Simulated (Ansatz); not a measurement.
Computed with DFT PBE, scalar-relativistic, plane waves, PAW in Ansatz. Settings: cutoff 420 eV, Γ-centred meshes spaced at most about 0.3 Å⁻¹, and about 0.25 Å⁻¹ or finer for metals (2π included), Gaussian smearing. No spin polarisation.

Temperature and zero-point effects are left out.

Question: Order these relaxed structures of Si₄S by energy, lowest first, with the energy over the lowest of them.
A. Space group P6/mmm (No. 191), hexagonal, a = 4.033 Å, c = 6.698 Å. Si is surrounded by 3 Si at 2.33 Å, 1 Si at 2.78 Å and 3 S at 3.04 Å; around S lie 12 Si at 3.04 Å (long contacts).
B. Space group Pmma (No. 51), orthorhombic, a = 3.639 Å, b = 3.909 Å, c = 16.161 Å. Si on its first site is surrounded by 2 S at 2.23 Å and 2 Si at 2.36 Å; Si on its second site is surrounded by 4 Si at 2.32–2.36 Å; Si on its third site has 4 Si at 2.32–2.37 Å; S has 2 Si at 2.23 Å; 1 more site not described.
C. Space group R-3m (No. 166), trigonal, a = 3.907 Å, c = 24.387 Å. Si on its first site is surrounded by 1 S at 2.13 Å and 3 Si at 2.38 Å; Si on its second site has 4 Si at 2.37–2.38 Å; S is surrounded by 2 Si at 2.13 Å.
D. Space group C2 (No. 5), monoclinic, a = 6.770 Å, b = 3.876 Å, c = 8.226 Å, β = 105.9°. Si on its first site is surrounded by 1 S at 2.18 Å and 3 Si at 2.37–2.38 Å; Si on its second site has 4 Si at 2.37–2.38 Å; around S lie 2 Si at 2.18 Å.

Answer: B (0 meV/atom), D (55 meV/atom), C (159 meV/atom), A (625 meV/atom). Counting Si atoms around S (those within 1.25 times the shortest such distance or 1.15 times the sum of covalent radii; the shortest distance is added where it is long for a bond): B has S 2; D has S 2; C has S 2; A has S 12 from 3.0 Å. B holds Si–Si nets (shortest 2.32 Å); D holds Si–Si nets (shortest 2.37 Å); C holds Si–Si nets (shortest 2.37 Å); A holds Si–Si nets (shortest 2.33 Å). Origin: A, B and C, invented; D, invented, then shaken at random and relaxed again.

No dispersion correction is applied, so the spacing and binding between layers, chains or molecules are poorly described (Pmma, P6/mmm), and this can change margins and order among such cells. Cells relaxed within their symmetry can be saddle points. Some types were kept out of the candidates beforehand, so the set may lack a known form.
